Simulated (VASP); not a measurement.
The system is Ta.

```
Ta
1.0
     2.90392    0.00000    0.00000
    -1.45196    2.51487    0.00000
     0.00000    0.00000    5.13090
Ta
2
Cartesian
  0.0000 1.6766 1.2827
  1.4520 0.8383 3.8482
```

This isn't the form of Ta at room conditions, which is bcc.

Base run:

- Program: VASP 6.6.1
- Functional: PBE
- Potentials or basis: VASP PAW PBE potentials, release 64 (Ta_pv)
- Cutoff: 520 eV
- k mesh: 13 × 13 × 7
- Occupations: fermi-dirac, width 0.15 eV
- Spin: no spin polarisation

Its results: band gap on the k mesh none (metal or under the smearing width); pressure 0.6 GPa.

Task: The run is repeated on the same cell with these changes: occupations from fermi-dirac, width 0.15 eV to tetrahedron; further incar settings from ALGO = Normal; EDIFF = 1e-06; NBANDS = 18 to ALGO = Normal; EDIFF = 1e-07; NBANDS = 18. What comes out?

Result: Band gap on the k mesh none (metal or under the smearing width); pressure 0.1 GPa.

Not every run made on this cell is shown here.
